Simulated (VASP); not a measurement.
Set up this calculation in VASP 6.6.1, as the native input.

- Task: relaxation of cell and atoms
- Functional: PBE
- Dispersion: D3(BJ)
- Potentials or basis: VASP PAW PBE potentials, release 64 (B, N)
- Cutoff: 520 eV
- k mesh: 3 × 3 × 1
- Occupations: gaussian, width 0.02 eV
- Spin: no spin polarisation
- Further INCAR settings: ALGO = Normal; EDIFF = 1e-07; IBRION = 2; EDIFFG = -0.002; NSW = 80; ISIF = 3

The structure of BN lies in POSCAR:

```
BN
1.0
    2.4982400000      0.0000000000      0.0000000000
   -1.2491200000      2.1635393000      0.0000000000
    0.0000000000      0.0000000000      6.6357000000
B N
2 2
Direct
    0.3333333300      0.6666666700      0.2500000000
    0.6666666700      0.3333333300      0.7500000000
    0.3333333300      0.6666666700      0.7500000000
    0.6666666700      0.3333333300      0.2500000000
```

These files were run (other wordings do the same):

INCAR

```
PREC = Accurate
ENCUT = 520
EDIFF = 1E-7
ISMEAR = 0
SIGMA = 0.02
LREAL = F
LASPH = T
NELM = 60
ALGO = Normal
ISIF = 3
LWAVE = F
LCHARG = F
GGA = PE
IVDW = 12
IBRION = 2
NSW = 80
EDIFFG = -0.002
```

KPOINTS

```
regular mesh
0
Gamma
  3 3 1
```

Potentials or basis: VASP PAW PBE potentials, release 64 (B, N).

Command:

```bash
$ cat potpaw_PBE.64/B/POTCAR potpaw_PBE.64/N/POTCAR > POTCAR
$ mpirun -np 1 vasp_std > vasp.out
```

Results of the run:

```yaml
Relaxed_volume: 9.61 Å³/atom
Relaxed_cell: a = 2.506 Å, b = 2.506 Å, c = 7.069 Å, α = 90.00°, β = 90.00°, γ = 120.00°
Space_group_after_relaxing_to_0.05_Å: P6_3/mmc (No. 194)
Energy_gained_by_relaxing: 4.2 meV/atom
Ionic_steps: 7
Pressure_after_relaxing: 0.0 GPa
Band_gap_on_the_k_mesh: 4.75 eV, direct
Dispersion_energy_per_atom: -0.131 eV
```

Caveat: the k mesh is coarse (spacing up to 0.97 Å⁻¹), so the values aren't converged; an odd mesh through Γ misses points on the zone boundary, where band edges often lie.

It took 15 s on 1 thread of Intel(R) Xeon(R) Platinum 8488C (Sapphire Rapids), with other jobs on the host, peak memory 0.15 GiB.
